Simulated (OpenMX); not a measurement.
TiO2:

```
Ti O
1.0
     2.96826    0.00000    0.00000
     0.00021    4.70761    0.00000
     1.48357    0.24235    7.08346
Ti O
3 6
Direct
  0.00337 0.00039 0.00070
  0.34464 0.48026 0.31696
  0.66171 0.52047 0.68450
  0.44004 0.18544 0.12854
  0.77793 0.29773 0.45188
  0.10124 0.30895 0.80624
  0.90650 0.69184 0.19517
  0.22941 0.70301 0.54951
  0.56803 0.81530 0.87283
```

The cell comes from a database or a generator and needn't be the stable form of this composition.

* Program: OpenMX 3.8.5
* Task: single point
* Functional: PBE
* Potentials or basis: OpenMX 2013 PBE set, Ti7.0-s3p2d2, O6.0-s2p2d1, grid cutoff 400 Ry
* k mesh: 9 × 7 × 5
* Occupations: fermi-dirac, width 0.05 eV
* Spin: no spin polarisation

On this cell: pressure 3.2 GPa; largest force 0.255 eV/Å; band gap on the k mesh 2.01 eV, indirect (least direct gap 2.08 eV).

The same run follows on a disturbed copy (atoms moved at random, drawn with an rms of 0.05 Å):

```
Ti O
1.0
     2.96826    0.00000    0.00000
     0.00021    4.70761    0.00000
     1.48357    0.24235    7.08346
Ti O
3 6
Direct
  0.00877 0.99892 0.00849
  0.32805 0.47564 0.32241
  0.66837 0.51210 0.68542
  0.44481 0.18080 0.12610
  0.78578 0.30000 0.45373
  0.09817 0.29779 0.80975
  0.91804 0.69663 0.20506
  0.21340 0.69829 0.54703
  0.55912 0.81319 0.87304
```

**Question.** What changes?

**Answer.** The energy moves by +12.7 meV/atom; pressure 4.7 GPa; largest force 1.230 eV/Å; band gap on the k mesh 2.02 eV, indirect (least direct gap 2.05 eV).

Forces in eV/Å, atoms in the order of the input:
```
Ti   0.090 -0.594 -0.656
Ti  -0.005  0.510 -0.544
Ti   0.103  0.412  0.954
O   -0.094  0.519  0.682
O   -0.413 -1.155  0.095
O   -0.178  0.584 -0.667
O   -0.248 -0.122 -0.203
O    0.588  0.275  0.460
O    0.159 -0.421 -0.130
```

Caveats: an odd mesh through Γ misses points on the zone boundary, where band edges often lie; the basis of atomic orbitals isn't converged, which shifts pressures, moduli and gaps.
